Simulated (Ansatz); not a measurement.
## P in Ansatz: the effect of functional

The system is P, a slab with vacuum.

```
CELL_PARAMETERS angstrom
3.32694 0.00000 0.00000
0.00000 35.31573 0.00000
0.00000 0.00000 4.69304
ATOMIC_POSITIONS crystal
P 0.50000 0.97026 0.90785
P 0.50000 0.02974 0.09215
P 0.00000 0.02974 0.40785
P 0.00000 0.97026 0.59215
```

The cell isn't the ideal one: volume scaled by 1.04.

Alike in all runs:

- Program: Ansatz 0.2.0
- Task: single point
- Potentials or basis: Ansatz PAW
- k mesh: 8 × 1 × 6
- Occupations: fermi-dirac, width 0.05 eV
- Spin: no spin polarisation

Q: One run gave: gap on the mesh 0.86 eV; largest force 0.28 eV/Å. Which functional did it use?
A. LDA
B. r2SCAN
C. PBEsol

A: A.

```tsv
functional	cutoff	gap on the mesh (eV)	largest force (eV/Å)
LDA	420 eV (not typed: the program's choice for these potentials)	0.86	0.28
PBEsol	420 eV (not typed: the program's choice for these potentials)	0.90	0.20
r2SCAN	500 eV (not typed: the program's choice for these potentials)	1.13	0.22
```

Caveats: the PAW data sets come from PBE, with cores solved anew for the run's functional, which leaves a small shift of forces and pressure.

A k mesh can miss the band edges.
